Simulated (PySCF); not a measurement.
# Ag (Fm-3m) in PySCF: convergence with scf threshold

Aim: find how far scf threshold must go before the results for Ag settle, at r2SCAN. This setting moves, with any that are tied to it; all else stays.

Program: PySCF 2.14.0. These are calculated values, not measurements. Logs are shortened: lines on timing, memory, paths and dates and some standing lists are left out, and cuts for length are marked.

## 1. Starting point

It takes space group Fm-3m (No. 225, cubic). The conventional cell has a = 4.085 Å, b = 4.085 Å, c = 4.085 Å, α = 90.00°, β = 90.00°, γ = 90.00°. Ag (site symmetry m-3m) has 12 Ag at 2.89 Å as nearest neighbours.

## 2. With scf threshold 0.01 Ha

run.py reads:

```python
import json
import numpy as np
from pyscf.pbc import gto, scf, dft, df

cell = gto.Cell()
cell.basis = 'DZVP-MOLOPT-SR-GTH-q11'
cell.pseudo = 'GTH-PBE-q11'
cell.fromfile('POSCAR', format='poscar')
cell.ke_cutoff = 77  # hartree
cell.exp_to_discard = 0.02
cell.precision = 1e-08
cell.space_group_symmetry = True
cell.symmorphic = False
cell.max_memory = 2940  # MB
cell.verbose = 4
cell.build()

res = {}
kpts = cell.make_kpts([6, 6, 6], space_group_symmetry=True, time_reversal_symmetry=True)
cell.space_group_symmetry = False  # the mesh holds the operations; no search on the supercells of the integral code
mf = dft.KRKS(cell, kpts, xc='r2scan')
mf = mf.multigrid_numint()
mf = mf.smearing(sigma=0.00183747, method='fermi')  # hartree
mf.conv_tol = 0.01
mf.max_cycle = 60

mf.kernel()
res.update(converged=bool(mf.converged), e_tot=mf.e_tot, nelec=cell.nelectron, nao=cell.nao, mesh=list(map(int, cell.mesh)), a=cell.lattice_vectors().tolist(), coords=cell.atom_coords().tolist(),
           mo_energy=[np.real(x).tolist() for x in mf.mo_energy], mo_occ=[np.real(x).tolist() for x in mf.mo_occ])
res.update(e_free=mf.e_free, e_zero=mf.e_zero)
res.update(kpts=kpts.kpts_scaled_ibz.tolist(), weights=kpts.weights_ibz.tolist())
res['parts'] = {k: float(np.real(v)) for k, v in mf.scf_summary.items() if np.isscalar(v)}
json.dump(res, open('results.json', 'w'))
if not mf.converged:
    raise SystemExit('SCF not converged')

print('levels (eV)')
for i, kp in enumerate(res['kpts'][:40]):
    print('k %7.4f %7.4f %7.4f  ' % tuple(kp), ' '.join('%.3f' % (x * 27.211386) for x in res['mo_energy'][i][:11]))

mf = mf.to_khf()  # unfold to the whole mesh
kpts = mf.kpts
# Mulliken populations
dm, s = np.asarray(mf.make_rdm1()), np.asarray(mf.get_ovlp())
sites = cell.aoslice_by_atom()[:, 2:]
tot = np.einsum('kij,kji->i', dm, s).real / len(kpts)
res['mulliken'] = [cell.atom_charge(i) - tot[a0:a1].sum() for i, (a0, a1) in enumerate(sites)]
print('Mulliken charges', np.round(res['mulliken'], 5))
res['meta_lowdin'] = mf.mulliken_meta()[1].tolist()
res['done'] = True
json.dump(res, open('results.json', 'w'))
```

POSCAR reads:

```
Ag
1.0
    0.0000000000      2.0427500000      2.0427500000
    2.0427500000      0.0000000000      2.0427500000
    2.0427500000      2.0427500000      0.0000000000
Ag
1
Direct
    0.0000000000      0.0000000000      0.0000000000
```

Potentials or basis: DZVP-MOLOPT-SR/GTH-PBE (potentials made for PBE).

The run is started by

```sh
$ OMP_NUM_THREADS=2 python -u run.py > log
```

Output:

```text
pyscf/pbc/gto/cell.py:1403: UserWarning: Electron number 11 and spin 0 are not consistent in cell

  warnings.warn('Electron number %d and spin %d are not consistent '
Discarded 0 diffused primitive functions, 0 contracted functions
time reversal: False
k-points in IBZ                         weights
  0:  0.000000,  0.000000,  0.000000    1/216
  1:  0.500000,  0.500000,  0.000000    3/216
  2:  0.500000,  0.500000,  0.500000    4/216
  3:  0.666667,  0.666667,  0.000000    6/216
  4:  0.666667,  0.666667,  0.333333    12/216
  5:  0.666667,  0.666667,  0.666667    8/216
[... 8 lines left out ...]
 14:  0.833333,  0.833333,  0.666667    12/216
 15:  0.833333,  0.833333,  0.833333    8/216

******** <class 'pyscf.pbc.scf.smearing.SmearingKsymAdaptedKRKS'> ********
method = SmearingKsymAdaptedKRKS
initial guess = minao
damping factor = 0
level_shift factor = 0
DIIS = <class 'pyscf.scf.diis.CDIIS'>
diis_start_cycle = 1
diis_space = 8
diis_damp = 0
SCF conv_tol = 0.01
SCF conv_tol_grad = None
SCF max_cycles = 60
direct_scf = True
direct_scf_tol = 1e-13

******** PBC SCF flags ********
N kpts (BZ) = 216
N kpts (IBZ) = 16
Exchange divergence treatment (exxdiv) = ewald
    madelung (= occupied orbital energy shift) = 0.09897623811171452
    Total energy shift due to Ewald probe charge = -1/2 * Nelec*madelung = -0.544369309614
DF object = <pyscf.pbc.df.fft.FFTDF object>
XC functionals = r2scan
small_rho_cutoff = 0
Uniform grid, mesh = [23 23 23]
Set gradient conv threshold to 0.1
nelec by numeric integration = 11.000000000000096
init E= -36.5920728678707
    sigma = 0.00183747  Optimized mu = 0.513945493619  entropy = 0.150323142354
nelec by numeric integration = 10.999999999999988
    Total E(T) = -36.5540440064786  Free energy = -36.554320220743  E0 = -36.5541821136108
cycle= 1 E= -36.5540440064786  delta_E= 0.038  |g|= 0.913  |ddm|= 12.6
    sigma = 0.00183747  Optimized mu = 0.449631097143  entropy = 0.114458982299
nelec by numeric integration = 11.000000000000002
    Total E(T) = -36.5448185187348  Free energy = -36.545028833681  E0 = -36.5449236762079
cycle= 2 E= -36.5448185187348  delta_E= 0.00923  |g|= 1.06  |ddm|= 22.9
    sigma = 0.00183747  Optimized mu = 0.478828476565  entropy = 0.149086353876
nelec by numeric integration = 10.999999999999993
    Total E(T) = -36.5839446013664  Free energy = -36.584218543069  E0 = -36.5840815722177
cycle= 3 E= -36.5839446013664  delta_E= -0.0391  |g|= 0.00444  |ddm|= 12.2
    sigma = 0.00183747  Optimized mu = 0.478469841158  entropy = 0.149108339057
nelec by numeric integration = 11.000000000000002
    Total E(T) = -36.5839453634114  Free energy = -36.5842193455111  E0 = -36.5840823544612
cycle= 4 E= -36.5839453634114  delta_E= -7.62e-07  |g|= 0.000212  |ddm|= 0.0512
    sigma = 0.00183747  Optimized mu = 0.478487627398  entropy = 0.149105673269
nelec by numeric integration = 10.999999999999993
    Total E(T) = -36.5839453670809  Free energy = -36.5842193442824  E0 = -36.5840823556816
Extra cycle  E= -36.5839453670809  delta_E= -3.67e-09  |g|= 0.00023  |ddm|= 0.00536
converged SCF energy = -36.5839453670809
levels (eV)
k  0.0000  0.0000  0.0000   5.001 8.420 8.420 8.420 9.451 9.451 34.474 35.823 35.823 35.823 43.809
k  0.5000  0.5000  0.0000   6.638 6.838 10.258 10.583 10.583 14.727 20.031 24.331 24.331 31.908 32.462
k  0.5000  0.5000  0.5000   6.674 8.360 8.360 10.334 10.334 12.701 16.843 32.251 32.251 34.650 40.116
k  0.6667  0.6667  0.0000   7.005 7.199 9.905 9.905 10.047 10.837 25.925 26.368 26.368 31.906 33.589
k  0.6667  0.6667  0.3333   7.371 7.956 8.631 9.402 10.065 16.392 19.209 20.901 28.072 34.681 47.097
k  0.6667  0.6667  0.6667   6.750 8.507 8.507 9.718 9.929 9.929 21.419 33.303 33.303 35.302 41.094
[... 8 lines left out ...]
k  0.8333  0.8333  0.6667   6.948 8.010 8.632 8.977 9.068 10.314 26.467 26.877 36.846 37.518 38.682
k  0.8333  0.8333  0.8333   5.832 8.294 8.600 8.600 9.428 9.428 28.577 35.045 35.045 36.598 44.096
Mulliken charges [-0.]
 ** Mulliken pop on meta-lowdin orthogonal AOs **
 ** Mulliken pop  **
pop of  0 Ag 5s           1.03077
pop of  0 Ag 6s           0.00998
pop of  0 Ag 5px          0.02317
pop of  0 Ag 5py          0.02317
pop of  0 Ag 5pz          0.02317
pop of  0 Ag 6px          0.00443
pop of  0 Ag 6py          0.00443
pop of  0 Ag 6pz          0.00443
pop of  0 Ag 4dxy         1.96055
pop of  0 Ag 4dyz         1.96055
pop of  0 Ag 4dz^2        1.97942
pop of  0 Ag 4dxz         1.96055
pop of  0 Ag 4dx2-y2      1.97942
pop of  0 Ag 5dxy         0.00428
pop of  0 Ag 5dyz         0.00428
pop of  0 Ag 5dz^2        0.00686
pop of  0 Ag 5dxz         0.00428
pop of  0 Ag 5dx2-y2      0.00686
pop of  0 Ag 4f-3         0.00100
pop of  0 Ag 4f-2         0.00383
pop of  0 Ag 4f-1         0.00087
pop of  0 Ag 4f+0         0.00118
pop of  0 Ag 4f+1         0.00087
pop of  0 Ag 4f+2         0.00069
pop of  0 Ag 4f+3         0.00100
 ** Mulliken atomic charges  **
charge of    0Ag =      0.00000
```

It took 7.3 min on 2 threads of AMD EPYC 7R43 (Zen 3), shared host; peak memory 3.7 GiB.

What came out:

| Property | Result |
| --- | --- |
| Free energy | -995.5073 eV |
| Band gap on the k mesh | none (metal or under the smearing width) |

## 3. With scf threshold 0.001 Ha

run.py: that of step 2 with these lines changed.

```diff
@@ -23,3 +23,3 @@
 mf = mf.smearing(sigma=0.00183747, method='fermi')  # hartree
-mf.conv_tol = 0.01
+mf.conv_tol = 0.001
 mf.max_cycle = 60
```

POSCAR is that of step 2.

Potentials or basis: DZVP-MOLOPT-SR/GTH-PBE (potentials made for PBE).

The run is started by

```sh
$ OMP_NUM_THREADS=2 python -u run.py > log
```

Wall time 6.1 min (2 threads of AMD EPYC 7R43 (Zen 3), shared host); peak memory 3.7 GiB.

Results:

- Free energy: -995.5073 eV
- Band gap on the k mesh: none (metal or under the smearing width)

## 4. With scf threshold 0.0001 Ha

run.py: that of step 3 with these lines changed.

```diff
@@ -23,3 +23,3 @@
 mf = mf.smearing(sigma=0.00183747, method='fermi')  # hartree
-mf.conv_tol = 0.001
+mf.conv_tol = 0.0001
 mf.max_cycle = 60
```

POSCAR is that of step 3.

The run is started by

```sh
$ OMP_NUM_THREADS=2 python -u run.py > log
```

It took 6.4 min on 2 threads of AMD EPYC 7R43 (Zen 3), shared host; peak memory 3.7 GiB.

What came out:

```
Free energy            : -995.5073 eV
Band gap on the k mesh : none (metal or under the smearing width)
```

## 5. With scf threshold 1e-05 Ha

run.py: that of step 4 with these lines changed.

```diff
@@ -23,3 +23,3 @@
 mf = mf.smearing(sigma=0.00183747, method='fermi')  # hartree
-mf.conv_tol = 0.0001
+mf.conv_tol = 1e-05
 mf.max_cycle = 60
```

POSCAR is that of step 4.

The run is started by

```sh
$ OMP_NUM_THREADS=2 python -u run.py > log
```

It took 5.5 min on 2 threads of AMD EPYC 7R43 (Zen 3), shared host; peak memory 3.7 GiB.

The run converged. Its results:

```yaml
Free_energy: -995.5073 eV
Band_gap_on_the_k_mesh: none (metal or under the smearing width)
```

## 6. With scf threshold 1e-06 Ha

run.py: that of step 5 with these lines changed.

```diff
@@ -23,3 +23,3 @@
 mf = mf.smearing(sigma=0.00183747, method='fermi')  # hartree
-mf.conv_tol = 1e-05
+mf.conv_tol = 1e-06
 mf.max_cycle = 60
```

POSCAR is that of step 5.

Potentials or basis: DZVP-MOLOPT-SR/GTH-PBE (potentials made for PBE).

The run is started by

```sh
$ OMP_NUM_THREADS=2 python -u run.py > log
```

It took 5.5 min on 2 threads of AMD EPYC 7R43 (Zen 3), shared host; peak memory 3.7 GiB.

It converged, with:

| Item | Value |
| --- | --- |
| Free energy | -995.5073 eV |
| Band gap on the k mesh | none (metal or under the smearing width) |

## 7. With scf threshold 1e-08 Ha

run.py: that of step 6 with these lines changed.

```diff
@@ -23,3 +23,3 @@
 mf = mf.smearing(sigma=0.00183747, method='fermi')  # hartree
-mf.conv_tol = 1e-06
+mf.conv_tol = 1e-08
 mf.max_cycle = 60
```

POSCAR is that of step 6.

The run is started by

```sh
$ OMP_NUM_THREADS=2 python -u run.py > log
```

Run time: 5.8 min. Hardware: 2 threads of AMD EPYC 7R43 (Zen 3), shared host; peak memory 3.7 GiB.

Results (log left out):

- Free energy: -995.5073 eV
- Band gap on the k mesh: none (metal or under the smearing width)

## 8. With scf threshold 1e-10 Ha

run.py: that of step 7 with these lines changed.

```diff
@@ -23,3 +23,3 @@
 mf = mf.smearing(sigma=0.00183747, method='fermi')  # hartree
-mf.conv_tol = 1e-08
+mf.conv_tol = 1e-10
 mf.max_cycle = 60
```

POSCAR is that of step 7.

The run is started by

```sh
$ OMP_NUM_THREADS=2 python -u run.py > log
```

It took 6.7 min on 2 threads of AMD EPYC 7R43 (Zen 3), shared host; peak memory 3.7 GiB.

It converged, with:

* Free energy: -995.5073 eV
* Band gap on the k mesh: none (metal or under the smearing width)

## 9. Summary

```tsv
scf threshold	energy less the tightest run, at zero smearing (meV/atom)	SCF cycles	CPU time (s)	peak memory (GiB)
0.01 Ha	0.00	4	730	3.7
0.001 Ha	0.00	4	600	3.7
0.0001 Ha	0.00	4	640	3.7
1e-05 Ha	0.00	4	540	3.7
1e-06 Ha	0.00	4	550	3.7
1e-08 Ha	0.00	5	580	3.7
1e-10 Ha	0.00	7	680	3.7
```

Against the tightest run, the energy stays within 1 meV/atom from 0.01 Ha on. The tightest run that finished is the yardstick and may itself not be fully converged.

Caveats: all runs use coarse meshes; meta-GGAs need a finer uniform grid than this; the basis of atomic orbitals isn't converged, which shifts pressures, moduli and gaps.
